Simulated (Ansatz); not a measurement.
## NaCl in Ansatz: the effect of functional

Crystal: NaCl.

```
Cl Na
1.0
     0.00000    2.79406    2.79406
     2.79406    0.00000    2.79406
     2.79406    2.79406    0.00000
Cl Na
1 1
Direct
  0.50000 0.50000 0.50000
  0.00000 0.00000 0.00000
```

The cell is a database's computed one.

Alike in all runs:

* Program: Ansatz 0.2.0
* Task: single point
* Potentials or basis: all-electron PAW datasets made for the crystal
* k mesh: 6 × 6 × 6
* Occupations: fermi-dirac, width 0.05 eV
* Spin: no spin polarisation

**Question.** One run gave: gap on the mesh 7.32 eV; pressure 0.9 GPa. Which functional did it use?
A. PBE
B. PBE0
C. HSE06

**Answer.** B.

| functional | cutoff | gap on the mesh (eV) | pressure (GPa) |
| --- | --- | --- | --- |
| PBE | 180 eV (chosen from the basis error) | 5.22 | 1.6 |
| HSE06 | 200 eV (chosen from the basis error) | 6.60 | 0.9 |
| PBE0 | 200 eV (chosen from the basis error) | 7.32 | 0.9 |

